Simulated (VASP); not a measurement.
## VASP 6.6.1 run: MgS

INCAR

```
EDIFF = 1E-7
LREAL = .FALSE.
LWAVE = .FALSE.
NELM = 90
ISIF = 2
GGA = PE
IBRION = -1
LASPH = .TRUE.
LCHARG = .FALSE.
PREC = Accurate
ISMEAR = -5
NSW = 0
SIGMA = 0.3
ENCUT = 350
NBANDS = 11
```

KPOINTS

```
KPOINTS created by Atomic Simulation Environment
0
Gamma
8 8 8
0 0 0
```

POSCAR

```
Mg S
 1.0000000000000000
    -0.0163055601000000    2.8287256651999999    2.8287256651999999
     2.8287256651999999   -0.0163055601000000    2.8287256651999999
     2.8287256651999999    2.8287256651999999   -0.0163055601000000
 Mg  S
   1   1
Cartesian
 -0.0030027100771799 -0.0030027100771799 -0.0030027100771799
  1.4132891526521798  1.4132891526521798  1.4132891526521798
```

The recommended PBE PAW datasets give the neutral cell 8 valence electrons.

Command

```
mpirun -np 1 vasp_std
```

Q: Predict the outcome of this run.

A: It converged. Results: gap between bands v and c on the k mesh 3.39 eV; least direct gap on the k mesh 3.39 eV; pressure 0.6 GPa. Band v is the last that the valence electrons fill when counted band by band, and c is the next.

OSZICAR

```
N       E                     dE             d eps       ncg     rms          rms(c)
DAV:   1     0.174769162964E+02    0.17477E+02   -0.27362E+03  1494   0.408E+02
DAV:   2    -0.769457698862E+01   -0.25171E+02   -0.24621E+02  1747   0.873E+01
DAV:   3    -0.897957856971E+01   -0.12850E+01   -0.12834E+01  1781   0.211E+01
DAV:   4    -0.898947579068E+01   -0.98972E-02   -0.98964E-02  1704   0.221E+00
DAV:   5    -0.898958949189E+01   -0.11370E-03   -0.11370E-03  1774   0.227E-01    0.401E+00
DAV:   6    -0.849827162365E+01    0.49132E+00   -0.12394E+00  1568   0.412E+00    0.308E+00
DAV:   7    -0.846411665485E+01    0.34155E-01   -0.26858E-01  1711   0.210E+00    0.241E+00
DAV:   8    -0.847180092961E+01   -0.76843E-02   -0.23722E-02  1574   0.920E-01    0.137E+00
DAV:   9    -0.847091511875E+01    0.88581E-03   -0.24261E-03  1598   0.242E-01    0.452E-01
DAV:  10    -0.847112102202E+01   -0.20590E-03   -0.68408E-04  1598   0.121E-01    0.853E-02
DAV:  11    -0.847112890193E+01   -0.78799E-05   -0.54558E-05  1729   0.302E-02    0.589E-02
DAV:  12    -0.847113012277E+01   -0.12208E-05   -0.65982E-06  1634   0.125E-02    0.835E-03
DAV:  13    -0.847113009154E+01    0.31232E-07   -0.34333E-07  1748   0.281E-03
   1 F= -.84711301E+01 E0= -.84711301E+01  d E =0.000000E+00
```

Standard output (part)

```
POSCAR found type information on POSCAR MgS
 POSCAR found :  2 types and       2 ions
 LDA part: xc-table for (Slater+PW92), standard interpolation
 POSCAR, INCAR and KPOINTS ok, starting setup
 WAVECAR not read
 entering main loop
```

For comparison, a separate PBE run of the intended cell, on usual settings and not on those above, gives a gap of 3.39 eV on its mesh and a pressure of 0.6 GPa.
